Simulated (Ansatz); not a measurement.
# Property card of a CdS sheet

It was reached by relaxing an invented guess, and it needn't be the stable form of this composition.

Computed with DFT PBE, scalar-relativistic, plane waves, PAW (Ansatz 0.2.0). Cutoff 420 eV; k points 4×6×1 on the computed 2-atom cell (Γ-centred); Gaussian smearing, width 0.02 eV; no spin polarisation.

This is a two-dimensional sheet: the third axis spans vacuum and isn't periodic.

```cif
data_structure
_symmetry_space_group_name_H-M 'P 1'
_symmetry_Int_Tables_number 1
_cell_length_a 6.6757
_cell_length_b 4.3851
_cell_length_c 26.7430
_cell_angle_alpha 90.000
_cell_angle_beta 90.000
_cell_angle_gamma 90.000
_cell_volume 782.86
loop_
_atom_site_label
_atom_site_type_symbol
_atom_site_fract_x
_atom_site_fract_y
_atom_site_fract_z
_atom_site_occupancy
Cd1 Cd 0.50000 0.00000 0.31408 1
S1 S 0.50000 0.50000 0.28421 1
```

Formation energies are uncorrected and refer to the elements' standard structures at the same level.

For CdS, the layer group is pmm2 (No. 23) and the in-plane cell is a = 6.676 Å, b = 4.385 Å, γ = 90.0°. The area per atom is 14.64 Å² and the thickness between the outermost nuclei is 0.80 Å. The formation energy is +0.083 eV/atom. The band gap over mesh and path is 1.87 eV, the löwdin character of the top 1 eV of the valence band is S 3p 94 % and the löwdin character of the lowest 1 eV of the conduction band is Cd 5s 44 %, S 3p 30 %, unprojected 20 %. The bader charges (e) is Cd1 0.76, S2 -0.76.

Levels along Γ–X–S–Y–Γ, in eV from a zero inside the gap, sorted by energy at each point. Points in fractions of the primitive reciprocal vectors: Γ (0.000 0.000 0.000), X (0.000 0.500 0.000), S (0.500 0.500 0.000), Y (0.500 0.000 0.000).
```tsv
point	k (1/Å, with 2π)	band 10	band 11	band 12	band 13	band 14	band 15	band 16
Γ	0.000	-8.19	-2.40	-2.30	-1.69	0.94	3.13	4.13
-	0.102	-8.19	-2.65	-2.21	-1.66	1.10	3.20	4.16
-	0.205	-8.20	-3.10	-2.12	-1.57	1.44	3.45	4.25
-	0.307	-8.23	-3.58	-2.01	-1.43	1.69	3.88	4.19
-	0.409	-8.29	-4.00	-1.89	-1.27	1.78	3.93	4.36
-	0.512	-8.36	-4.32	-1.78	-1.10	1.75	3.67	4.51
-	0.614	-8.43	-4.51	-1.69	-0.98	1.69	3.47	4.64
X	0.716	-8.45	-4.58	-1.66	-0.94	1.66	3.40	4.72
-	0.784	-8.45	-4.58	-1.66	-0.94	1.66	3.37	4.74
-	0.851	-8.45	-4.58	-1.66	-0.94	1.67	3.30	4.79
-	0.918	-8.45	-4.58	-1.66	-0.95	1.68	3.20	4.88
-	0.985	-8.45	-4.57	-1.66	-0.96	1.69	3.11	4.99
-	1.053	-8.45	-4.57	-1.66	-0.96	1.71	3.02	5.12
-	1.120	-8.45	-4.57	-1.66	-0.97	1.72	2.97	5.25
S	1.187	-8.45	-4.57	-1.66	-0.97	1.72	2.95	5.32
-	1.289	-8.43	-4.51	-1.69	-1.02	1.76	3.01	5.28
-	1.392	-8.36	-4.32	-1.77	-1.15	1.84	3.15	5.20
-	1.494	-8.29	-4.00	-1.89	-1.31	1.89	3.29	4.87
-	1.596	-8.23	-3.57	-2.00	-1.49	1.82	3.38	4.21
-	1.699	-8.20	-3.09	-2.10	-1.63	1.56	3.41	3.73
-	1.801	-8.19	-2.64	-2.19	-1.72	1.21	3.41	3.49
Y	1.903	-8.19	-2.40	-2.28	-1.75	1.03	3.40	3.43
-	1.971	-8.19	-2.40	-2.28	-1.75	1.03	3.35	3.49
-	2.038	-8.19	-2.40	-2.28	-1.74	1.02	3.29	3.60
-	2.105	-8.19	-2.40	-2.29	-1.73	1.00	3.24	3.73
-	2.172	-8.19	-2.40	-2.29	-1.72	0.97	3.19	3.90
-	2.240	-8.19	-2.40	-2.29	-1.70	0.95	3.16	4.10
-	2.307	-8.19	-2.40	-2.30	-1.70	0.94	3.13	4.14
Γ	2.374	-8.19	-2.40	-2.30	-1.69	0.94	3.13	4.13
```

The last run used a 4×6×1 mesh for its 2-atom cell and Gaussian smearing of 0.02 eV. No dispersion correction is applied, so the spacing and binding between layers, chains or molecules are poorly described. Kohn–Sham gaps at this level usually fall short of measured ones. The reference form of S is held partly by dispersion forces, which this level lacks.
